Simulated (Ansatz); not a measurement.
Crystal: Yb.

```
Yb
1.0
     3.87990    0.00000    0.00000
    -1.93995    3.36009    0.00000
     0.00000    0.00000    6.38590
Yb
2
Direct
  0.66667 0.33333 0.75000
  0.33333 0.66667 0.25000
```

This isn't the form of Yb at room conditions, which is fcc.

Base run:

```yaml
Program: Ansatz 0.2.0
Functional: PBE
Potentials_or_basis: Ansatz PAW
Cutoff: "420 eV (not typed: the program's choice for these potentials)"
k_mesh: 7 × 7 × 4
Occupations: fermi-dirac, width 0.05 eV
Spin: collinear spin, ferromagnetic start
Starting_moments: "[1.5, 1.5] μB"
Fixed_moment: 3 μB
```

Its results: pressure -2.6 GPa; site moments Yb +0.93 μB.

The run is repeated on the same cell with these changes: fixed moment from 3 μB to 0.5 μB; moments at the start from [1.5, 1.5] to [0.25, 0.25]. What comes out?

Pressure -2.2 GPa; site moments Yb +0.14 μB.

Caveats: the total moment is fixed, so each spin has its own Fermi level; the thresholds are loose for stress.
